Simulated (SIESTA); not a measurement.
## Ca under changes of volume

One of the cells (43.632 Å³/atom); the others are scaled copies at fixed shape and fractional positions:

```
Ca
1.0
     0.00000    2.79420    2.79420
     2.79420    0.00000    2.79420
     2.79420    2.79420    0.00000
Ca
1
Cartesian
  0.0000 0.0000 0.0000
```

```yaml
Program: SIESTA 5.4.2
Functional: LDA
Potentials_or_basis: PseudoDojo 0.4 standard (LDA files)
Basis: DZP (energy shift 0.003 Ry; two zetas on semicore shells; d shell added on Ca)
Grid_cutoff: 800 Ry
Energy_shift: 0.003 Ry
k_mesh: 8 × 8 × 8
Occupations: fermi-dirac, width 0.05 eV
Spin: no spin polarisation
```

| volume (Å³/atom) | energy over the lowest point (meV/atom) | pressure (GPa) |
| --- | --- | --- |
| 41.014 | 0.00 | -1.2 |
| 41.886 | 7.26 | -1.5 |
| 42.759 | 16.14 | -1.7 |
| 43.632 | ? | ? |
| 44.504 | 38.19 | -2.2 |
| 45.377 | 51.11 | -2.5 |
| 46.250 | 65.15 | -2.7 |

Question: What does the run at 43.632 Å³/atom give?

Answer: Energy over the lowest point 26.50 meV/atom; pressure -2.0 GPa.

Worked out: A Birch-Murnaghan fit of order 3 (a polynomial in V^(-2/3)) to the other rows has no minimum within the range. It gives 26.50 meV/atom at 43.632 Å³/atom, against the run's 26.50, and -dE/dV = -2.0 GPa, against -2.0.

Energies are extrapolated to zero smearing.

Caveats: the basis of atomic orbitals isn't converged, which shifts pressures, moduli and gaps.
